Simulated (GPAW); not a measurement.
Runs of GPAW 26.7.0 on CuO. The structure is hexagonal, space group P6_3/mmc (No. 194). Conventional cell: a = 3.180 Å, b = 3.180 Å, c = 4.431 Å, α = 90.00°, β = 90.00°, γ = 120.00°. Around Cu (site symmetry -3m) lie 6 O at 2.14 Å and 2 Cu at 2.22 Å. O (site symmetry -6m2) has 6 Cu at 2.14 Å as nearest neighbours. Measurements of this composition are mostly on another form, of space group No. 15.

```tsv
task	level	potentials or basis	U	k mesh	older calculator (legacy_gpaw)	band path	band points	eigensolver	gap on the mesh (eV)	pressure (GPa)
single point	optB88-vdW	GPAW PAW data sets (gpaw-data 1.2.1), pw	-	8 × 8 × 5	yes	-	-	-	none	-
band structure	PBEsol+U	PAW data sets generated in the run's folder for this functional, pw	Cu d U = 4 eV	7 × 7 × 5	-	GMKGALHA,LM,KH	100	-	-	(c)
single point	vdW-DF-cx	GPAW PAW data sets (gpaw-data 1.2.1), pw	-	8 × 8 × 5	-	-	-	-	none	-
single point	RPBE	the program's PAW data sets (release 1.2.1) made for this functional, pw	-	8 × 8 × 5	-	-	-	-	none	13.6
single point	BLYP	PAW data sets generated in the run's folder for this functional, pw	-	8 × 8 × 5	-	-	-	davidson	none	13.8
band structure	PBEsol+U	PAW data sets generated in the run's folder for this functional, pw	Cu d U = 5 eV	7 × 7 × 5	-	GMKGALHA,LM,KH	100	-	-	(b)
single point	PBE	GPAW PAW data sets (gpaw-data 1.2.1), pw	-	8 × 8 × 5	-	-	-	-	none	7.6
band structure	PBEsol+U	PAW data sets generated in the run's folder for this functional, pw	Cu d U = 1 eV	7 × 7 × 5	-	GMKGALHA,LM,KH	100	-	-	-1.4
band structure	PBEsol+U	PAW data sets generated in the run's folder for this functional, pw	Cu d U = 6 eV	7 × 7 × 5	-	GMKGALHA,LM,KH	100	-	-	-3.6
single point	PBE	GPAW PAW data sets (gpaw-data 1.2.1), pw	-	10 × 10 × 6	-	-	-	-	none	7.5
band structure	PBEsol	PAW data sets generated in the run's folder for this functional, pw	-	7 × 7 × 5	-	GMKGALHA,LM,KH	100	-	-	-0.9
single point	AM05	PAW data sets generated in the run's folder for this functional, pw	-	8 × 8 × 5	-	-	-	-	none	(a)
```

Alike in all rows: no spin polarisation; cell as given; cutoff (eV) 800; smearing fermi-dirac 0.05 eV.

Problem. Fill in the values left out.

Solution. (a) -0.8; (b) -3.2; (c) -2.8.

Caveats: the run has no spin polarisation, though such a crystal can be magnetic; semilocal functionals often make such compounds metallic where correlation or magnetic order opens a gap, which also shifts bond lengths (some runs); U without spin polarisation on a metal has little footing (some runs); the PAW data sets were made with another functional, which shifts forces and pressure a little (some runs).

A k mesh can miss the band edges.

A gap of «none» marks a metal or a gap under the smearing width.

Not every run made on this cell is shown here.
